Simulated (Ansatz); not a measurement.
**W under changes of volume**

One of the cells (16.731 Å³/atom); the others are scaled copies at fixed shape and fractional positions:

```
W
1.0
     0.00000    2.03000    2.03000
     2.03000    0.00000    2.03000
     2.03000    2.03000    0.00000
W
1
Direct
  0.00000 0.00000 0.00000
```

This isn't the form of W at room conditions, which is bcc.

```yaml
Program: Ansatz 0.2.0
Functional: r2SCAN
Potentials_or_basis: Ansatz PAW
Cutoff: "500 eV (not typed: the program's choice for these potentials)"
k_mesh: 11 × 11 × 11
Occupations: fermi-dirac, width 0.05 eV
Spin: no spin polarisation
```

```csv
volume (Å³/atom),energy over the lowest point (meV/atom),pressure (GPa)
15.727,11.83,9.4
16.062,0.00,2.4
16.396,?,?
16.731,16.40,-9.4
17.065,41.49,-14.3
17.400,76.25,-18.7
17.735,119.83,-22.7
```

What does the run at 16.396 Å³/atom give?

Energy over the lowest point 2.09 meV/atom; pressure -3.9 GPa.

Worked out: A Birch-Murnaghan fit of order 3 (a polynomial in V^(-2/3)) to the other rows has its minimum at 16.18 Å³/atom with B0 = V·E''(V) = 306 GPa and B' = 4.7. It gives 2.07 meV/atom at 16.396 Å³/atom, against the run's 2.09, and -dE/dV = -4.0 GPa, against -3.9.

Energies are extrapolated to zero smearing.

Caveats: the PAW data sets come from PBE, with cores solved anew for the run's functional, which leaves a small shift of forces and pressure.
